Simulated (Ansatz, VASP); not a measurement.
# NaF (Villiaumite): VASP beside Ansatz

Contents of INCAR:

```
  PREC = Accurate
  ENCUT = 520
  EDIFF = 1E-6
  ISMEAR = 0
  SIGMA = 0.01
  LREAL = False
  LASPH = True
  NELM = 100
  ALGO = Normal
  ISIF = 2
  LWAVE = False
  LCHARG = False
  GGA = PE
  NBANDS = 14
```

The input KPOINTS:

```
regular mesh
0
Gamma
  8 8 8
```

Contents of POSCAR:

```
NaF
1.0
    0.0000000000      2.3200000000      2.3200000000
    2.3200000000      0.0000000000      2.3200000000
    2.3200000000      2.3200000000      0.0000000000
Na F
1 1
Direct
   -0.0021551724      0.0021551724     -0.0021551724
    0.5000000000      0.5000000000      0.5000000000
```

Input for Ansatz:

```yaml
crystal:
  lattice:
    - [0.0, 2.32, 2.32]
    - [2.32, 0.0, 2.32]
    - [2.32, 2.32, 0.0]
  atoms:
    - { symbol: Na, position: [-0.002155172413793104, 0.002155172413793104, -0.002155172413793104] }
    - { symbol: F, position: [0.5, 0.5, 0.5] }
basis:
  ecutwfc: 510.0
kpoints:
  mp_grid:
    grid: [8, 8, 8]
hamiltonian:
  xc: pbe
scf:
  occupations:
    method: fixed
output:
  forces: true
```

Alike in both runs: task single point; functional PBE; k mesh 8 × 8 × 8; no spin polarisation.

```csv
,VASP,Ansatz
version,VASP 6.6.1,Ansatz 0.2.0
potentials or method,"VASP PAW PBE potentials, release 64 (Na_pv, F)","plane waves, PAW"
plane-wave cutoff (eV),520,510
occupations,"gaussian, width 0.01 eV",fixed
valence electrons in the cell,14,16
```

```csv
,VASP,Ansatz,Ansatz less VASP
rms of the force components (eV/Å),0.014,0.013,-0.0004
```

Atom by atom the forces differ by 0.000 eV/Å (rms over components). The two sets of potentials don't hold the same shells in valence.
